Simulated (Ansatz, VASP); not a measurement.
## Two plane-wave programs on TiO2

Contents of INCAR:

```
SYSTEM = TiO2
PREC = Accurate ; ENCUT = 520
EDIFF = 1E-6 ; ISMEAR = 0
SIGMA = 0.014 ; LREAL = .False.
LASPH = .True. ; NELM = 60
ALGO = Normal ; ISIF = 2
LWAVE = .False. ; LCHARG = .True.
GGA = PE ; LELF = .True.
LVHAR = .True. ; NBANDS = 60
```

File KPOINTS:

```
regular mesh
0
Gamma
  8 8 4
  0 0 0
```

File POSCAR:

```
TiO2
1.0
    6.1535771931     -1.8834685000      0.0000000000
    6.1535771931      1.8834685000      0.0000000000
   -1.9283261078      0.0000000000      6.3289668713
Ti O
4 8
Direct
    0.9000710000      0.9000710000      0.2896020000
    0.1952860000      0.1952860000      0.2837620000
    0.0999290000      0.0999290000      0.7103980000
    0.8047140000      0.8047140000      0.7162380000
    0.3619310000      0.3619310000      0.2933970000
    0.2634885000      0.2634885000      0.6525000000
    0.8671885000      0.8671885000      0.9952910000
    0.7365115000      0.7365115000      0.3475000000
    0.9416475000      0.9416475000      0.6300210000
    0.1328115000      0.1328115000      0.0047090000
    0.6380690000      0.6380690000      0.7066030000
    0.0583525000      0.0583525000      0.3699790000
```

File input.yaml:

```yaml
crystal:
  lattice:
    - [6.1535771931, -1.8834685, 0.0]
    - [6.1535771931, 1.8834685, 0.0]
    - [-1.9283261078, 0.0, 6.3289668713]
  atoms:
    - { symbol: Ti, position: [0.900071, 0.900071, 0.289602] }
    - { symbol: Ti, position: [0.195286, 0.195286, 0.283762] }
    - { symbol: Ti, position: [0.099929, 0.099929, 0.710398] }
    - { symbol: Ti, position: [0.804714, 0.804714, 0.716238] }
    - { symbol: O, position: [0.361931, 0.361931, 0.293397] }
    - { symbol: O, position: [0.2634885, 0.2634885, 0.6525] }
    - { symbol: O, position: [0.8671885, 0.8671885, 0.995291] }
    - { symbol: O, position: [0.7365115, 0.7365115, 0.3475] }
    - { symbol: O, position: [0.9416475, 0.9416475, 0.630021] }
    - { symbol: O, position: [0.1328115, 0.1328115, 0.004709] }
    - { symbol: O, position: [0.638069, 0.638069, 0.706603] }
    - { symbol: O, position: [0.0583525, 0.0583525, 0.369979] }
hamiltonian:
  xc: pbe
  pseudopotentials: { kind: paw }
kpoints:
  mp_grid: { grid: [8, 8, 4] }
scf:
  occupations: { method: gaussian, width: 0.014 }
output:
  forces: true
  stress: true
  eigenvalues: true
```

The cell comes from a database or a generator and needn't be the stable form of this composition.

Alike in both runs: task single point; functional PBE; k mesh 8 × 8 × 4; occupations gaussian, width 0.014 eV; no spin polarisation.

|  | VASP | Ansatz |
| --- | --- | --- |
| version | VASP 6.6.1 | Ansatz 0.2.0 |
| potentials or method | VASP PAW PBE potentials, release 64 (Ti_sv, O) | Ansatz PAW |
| plane-wave cutoff (eV) | 520 | 420 |
| valence electrons in the cell | 96 | 96 |

Ansatz gave:

```
gap on the k mesh at the Fermi level (eV)       : 2.75
least direct gap on the mesh (eV)               : 2.92
pressure (GPa)                                  : -1.2
largest component of the traceless stress (GPa) : 0.10
rms of the force components (eV/Å)              : 0.053
```

Question: Which values does VASP return?

Answer: gap on the k mesh at the Fermi level (eV): 2.73; least direct gap on the mesh (eV): 2.90; pressure (GPa): -0.5; largest component of the traceless stress (GPa): 0.03; rms of the force components (eV/Å): 0.032.

Atom by atom the forces differ by 0.024 eV/Å (rms over components).

Caveats: the pressure holds a Pulay correction of +0.6 GPa for the finite cutoff (Ansatz). A k mesh can miss the band edges.
